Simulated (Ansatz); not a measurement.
This is a band-structure calculation with the PAW code Ansatz on a 6-atom cell of MoS₂ built on the 2H bulk structure (relaxed group P6_3/mmc); the level of theory is PBE. Cell and atoms come from a relaxation with r2SCAN+rVV10.

Input file:
```yaml
crystal:
  lattice:
    - [3.1730198511, 2.9e-09, 0.0]
    - [-1.586509928, 2.7479157963, 0.0]
    - [0.0, 0.0, 12.4358854573]
  atoms:
    - { symbol: Mo, position: [0.6666666667, 0.3333333333, 0.25] }
    - { symbol: Mo, position: [0.3333333333, 0.6666666667, 0.75] }
    - { symbol: S, position: [0.6666666667, 0.3333333333, 0.6249003799] }
    - { symbol: S, position: [0.3333333333, 0.6666666667, 0.3750996201] }
    - { symbol: S, position: [0.6666666667, 0.3333333333, 0.8750996201] }
    - { symbol: S, position: [0.3333333333, 0.6666666667, 0.1249003799] }
kpoints:
  mp_grid: { grid: [12, 12, 2] }
  band_path:
    path:
      - [[0.0, 0.0, 0.0], [0.5, 2.708464565853e-17, 0.0], [0.3333333333333, 0.3333333333333, 0.0], [0.0, 0.0, 0.0], [0.0, 0.0, 0.5], [0.5, 2.708464565853e-17, 0.5], [0.3333333333333, 0.3333333333333, 0.5], [0.0, 0.0, 0.5]]
      - [[0.5, 2.708464565853e-17, 0.5], [0.5, 2.708464565853e-17, 0.0]]
      - [[0.3333333333333, 0.3333333333333, 0.5], [0.3333333333333, 0.3333333333333, 0.0]]
    npoints: 10
hamiltonian:
  xc: pbe
scf:
  occupations: { method: fermi_dirac, width: 0.02 }
  n_extra_bands: 5
output:
  forces: true
  stress: true
  eigenvalues: true
```

Command: `ansatz run input.yaml --threads 2 --pin off --max-ram 20275MiB --backend cpu --events-out ev --progress --plain --runs-dir out`. Wall time 4.4 s on 2 threads of AMD EPYC 7R13 Processor (Zen 3), on a shared host, load about 3.2 per core; peak host memory 0.63 GiB.

Output, abridged:
```
scf.n_extra_bands = 5 over 26 filled bands (N_el = 52.0): the run solves 31 bands
Pseudopotential: Mo, paw, valence charge 14, recommended cutoff 420 eV (normal)
Pseudopotential: S, paw, valence charge 6, recommended cutoff 420 eV (normal)
Functional definition: PBE
Crystal: 6 atoms, lattice volume = 108.431 Å³
Basis set: ecut = 420 eV, 2105 PW (Γ)
Symmetry: 24 space group operations
Space group: P63/mmc (ITA 194)
k-points: 38 of 288
SCF iter   1: HF=-13525.545471 eV  Δρ=5.44e-3  dr2=7.03e-3
preconditioner: auto → Resta (q_TF=auto, 2.414 Å⁻¹)  ε∞=8.9  [insulator: Δε(μ)=0.940 eV  σ=0.020 eV  ℏωp=21.4 eV]
SCF iter   2: HF=-13525.554311 eV  Δρ=3.11e-3  dr2=2.31e-3
SCF iter   3: HF=-13525.559083 eV  Δρ=1.75e-4  dr2=2.72e-5
SCF iter   4: HF=-13525.559123 eV  Δρ=8.09e-5  dr2=9.68e-6
SCF iter   5: HF=-13525.559127 eV  Δρ=4.13e-5  dr2=2.84e-6
SCF iter   6: HF=-13525.559128 eV  Δρ=7.53e-6  dr2=8.99e-8
SCF 1 converged in 6 iterations: F = -13525.559128 eV  dr2 = 8.99e-8
NSCF: frozen V_eff on 93 k-points
SCF converged after 6 iterations
Free energy (F): -13525.559128 eV
Fermi energy:    11.155840 eV
--- Forces (eV/Å), atoms counted from 1 ---
  atom   1  Mo      0.00000      0.00000      0.00000
  atom   2  Mo      0.00000      0.00000      0.00000
  atom   3  S       0.00000      0.00000    -0.11076
  atom   4  S       0.00000      0.00000      0.11076
  atom   5  S       0.00000      0.00000      0.11076
  atom   6  S       0.00000      0.00000    -0.11076
--- Stress (GPa, compression-positive) ---
        1.925125       0.000000       0.000000
        0.000000       1.925125       0.000000
        0.000000       0.000000       3.323482
  P = ⅓ Tr σ = 2.3912 GPa (23.912 kbar)
--- Band table (eV; the first three rows and the last of 38) ---
  k-point 0: bands = […, 8.4927, 8.5316, 8.5316, 9.4590, 9.6157, 10.7052, 12.8061, 12.8061, 12.8291, 12.8291, …]
  k-point 1: bands = […, 8.5121, 8.5121, 8.5121, 8.5121, 10.4351, 10.4351, 12.8119, 12.8119, 12.8119, 12.8119, …]
  k-point 2: bands = […, 8.3255, 8.3686, 8.6350, 9.6167, 9.6204, 10.5090, 12.6855, 12.7263, 12.8099, 12.8782, …]
  k-point 37: bands = […, 7.2620, 7.2620, 7.8648, 7.8648, 10.0038, 10.0038, 11.7177, 11.7177, 13.0607, 13.0607, …]
```

The rows of the band table are 0: (0, 0, 0) = Γ, 1: (0, 0, -1/2) = A, 2: (0, 0.083, 0), 37: (1/3, 1/3, -1/2) = H.

Levels along the path, in eV from the valence top (v1 is the last filled band, c1 the first empty one):

| point | distance (1/Å) | v3 | v2 | v1 | c1 | c2 | c3 |
| --- | --- | --- | --- | --- | --- | --- | --- |
| Γ | 0.00 | -1.25 | -1.09 | 0.00 | 2.10 | 2.10 | 2.12 |
| · | 0.57 | -1.60 | -1.46 | -1.35 | 1.24 | 1.62 | 1.80 |
| M | 1.14 | -1.57 | -1.38 | -1.27 | 1.58 | 1.62 | 2.00 |
| · | 1.47 | -2.34 | -1.09 | -0.93 | 1.43 | 1.53 | 2.31 |
| K | 1.80 | -2.70 | -0.77 | -0.62 | 1.01 | 1.01 | 1.93 |
| · | 2.46 | -1.57 | -1.48 | -1.46 | 0.94 | 1.62 | 1.72 |
| Γ | 3.12 | -1.25 | -1.09 | 0.00 | 2.10 | 2.10 | 2.12 |
| · | 3.25 | -1.83 | -0.63 | -0.07 | 2.10 | 2.10 | 2.12 |
| A | 3.38 | -2.19 | -0.27 | -0.27 | 2.11 | 2.11 | 2.11 |
| · | 3.95 | -2.02 | -1.36 | -1.36 | 1.57 | 1.57 | 1.70 |
| L | 4.52 | -1.66 | -1.32 | -1.32 | 1.60 | 1.60 | 2.13 |
| · | 4.85 | -2.57 | -1.00 | -1.00 | 1.49 | 1.49 | 2.34 |
| H | 5.18 | -2.84 | -0.70 | -0.70 | 1.01 | 1.01 | 2.36 |
| · | 5.84 | -1.73 | -1.46 | -1.46 | 1.25 | 1.25 | 1.82 |
| A | 6.50 | -2.19 | -0.27 | -0.27 | 2.11 | 2.11 | 2.11 |
| L | 6.50 | -1.66 | -1.32 | -1.32 | 1.60 | 1.60 | 2.13 |
| · | 6.60 | -1.61 | -1.35 | -1.29 | 1.59 | 1.61 | 2.06 |
| · | 6.73 | -1.58 | -1.38 | -1.27 | 1.58 | 1.62 | 2.01 |
| M | 6.75 | -1.57 | -1.38 | -1.27 | 1.58 | 1.62 | 2.00 |
| H | 6.75 | -2.84 | -0.70 | -0.70 | 1.01 | 1.01 | 2.36 |
| · | 6.83 | -2.80 | -0.73 | -0.67 | 1.01 | 1.01 | 2.16 |
| · | 6.95 | -2.71 | -0.76 | -0.63 | 1.01 | 1.01 | 1.95 |
| K | 7.00 | -2.70 | -0.77 | -0.62 | 1.01 | 1.01 | 1.93 |

PBE gives an indirect gap of 0.94 eV, from Γ to K–Γ (0.50 of the way from K); the least direct gap is 1.64 eV at K. The mean pressure at these positions is +2.39 GPa, compression counted positive. The largest force is 0.11 eV/Å.

Spin-unpolarised throughout; all numbers are computed.

The runs are scalar-relativistic, without spin-orbit coupling.
